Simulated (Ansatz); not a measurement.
# WS2 under changes of volume

One of the cells (49.592 Å³/atom); the others are scaled copies at fixed shape and fractional positions:

```
W S
1.0
     3.18352    0.00000    0.00000
    -1.59176    2.75701    0.00000
     0.00000    0.00000   16.95058
W S
1 2
Direct
  0.00000 0.00000 0.00000
  0.33333 0.66667 0.09200
  0.33333 0.66667 0.90800
```

| Property | Result |
| --- | --- |
| Program | Ansatz 0.2.0 |
| Functional | LDA |
| Potentials or basis | all-electron LAPW, scalar-relativistic |
| Cutoff | 260 eV (chosen from the basis error) |
| Basis error allowed | 0.002 eV/atom |
| k mesh | 10 × 10 × 2 |
| Occupations | fermi-dirac, width 0.05 eV |
| Spin | no spin polarisation |

| volume (Å³/atom) | energy over the lowest point (meV/atom) | gap on the mesh (eV) | largest force (eV/Å) |
| --- | --- | --- | --- |
| 46.616 | 6.53 | 2.16 | 0.775 |
| 47.608 | 0.00 | 2.10 | 0.351 |
| 48.600 | ? | ? | ? |
| 49.592 | 11.14 | 1.98 | 0.402 |
| 50.583 | 27.14 | 1.92 | 0.736 |
| 51.575 | 49.14 | 1.87 | 1.045 |
| 52.567 | 76.50 | 1.82 | 1.330 |

What does the run at 48.600 Å³/atom give?

Energy over the lowest point 1.83 meV/atom; gap on the mesh 2.04 eV; largest force 0.041 eV/Å.

Worked out: A Birch-Murnaghan fit of order 3 (a polynomial in V^(-2/3)) to the other rows has its minimum at 47.87 Å³/atom with B0 = V·E''(V) = 63 GPa and B' = 4.4 at fixed shape and positions, which overstates the stiffness. It gives 1.83 meV/atom at 48.600 Å³/atom, against the run's 1.83. A straight line through the other rows of the gap, of slope -2.85 eV per unit of ln V, gives 2.04 eV, against the run's 2.04.

Energies are extrapolated to zero smearing.

Caveats: spin-orbit coupling is left out, which moves the levels of the heavy elements.

A mesh can miss the band edges.

The runs don't all hold the same shells in valence.
